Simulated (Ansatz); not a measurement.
BaO: levels along high-symmetry lines

```
Ba O
1.0
     0.00000    2.75000    2.75000
     2.75000    0.00000    2.75000
     2.75000    2.75000    0.00000
Ba O
1 1
Direct
  0.00000 0.00000 0.00000
  0.50000 0.50000 0.50000
```

Atoms are numbered in the order listed.

The cell is COD entry 5910030, as deposited and not checked against the literature; nothing was relaxed. It differs from other determinations.

These are results of Ansatz 0.2.0, DFT, PBE, all-electron LAPW, Dirac equation with spin-orbit coupling, not measurements.

Numerical set-up: a Γ-centred 8×8×8 k mesh, Fermi–Dirac smearing of 0.02 eV, basis error target 0.5 meV/atom, no spin polarisation.

Points in fractions of the reciprocal vectors of this cell: Γ (0, 0, 0), X (0.5, 0, 0.5), U (0.625, 0.25, 0.625), K (0.375, 0.375, 0.75), L (0.5, 0.5, 0.5), W (0.5, 0.25, 0.75). The path runs Γ–X–U–K–Γ–L–W–X. Energies are in eV from the top of the valence band; (×n) counts levels within 4 meV of each other, which need not be degenerate by symmetry.

(1) Is there a gap, and where are the band edges?

(2) List the levels between -14 and 4.5 eV at the symmetry points.

## Answers

(1) 1.93 eV, direct at X (0.5, 0, 0.5).

(2) 
Γ: -11.81 (×2), -9.68 (×4), -0.63 (×2), -0.52 (×4), 3.65 (×2)
X: -12.68 (×2), -10.96 (×2), -10.37 (×2), -0.43 (×2), -0.22 (×2), 0.00 (×2), 1.93 (×2)
U: -12.47 (×2), -10.75 (×2), -10.22 (×2), -1.07 (×2), -0.86 (×2), -0.19 (×2), 3.33 (×2)
K: -12.47 (×2), -10.75 (×2), -10.22 (×2), -1.07 (×2), -0.86 (×2), -0.19 (×2), 3.33 (×2)
L: -11.85 (×2), -9.98 (×2), -9.81 (×2), -2.10 (×2), -1.62 (×2), -1.61 (×2)
W: -12.50 (×2), -10.93 (×2), -10.08 (×2), -1.48 (×2), -0.38 (×2), -0.17 (×2), 4.47 (×2), 4.49 (×2)
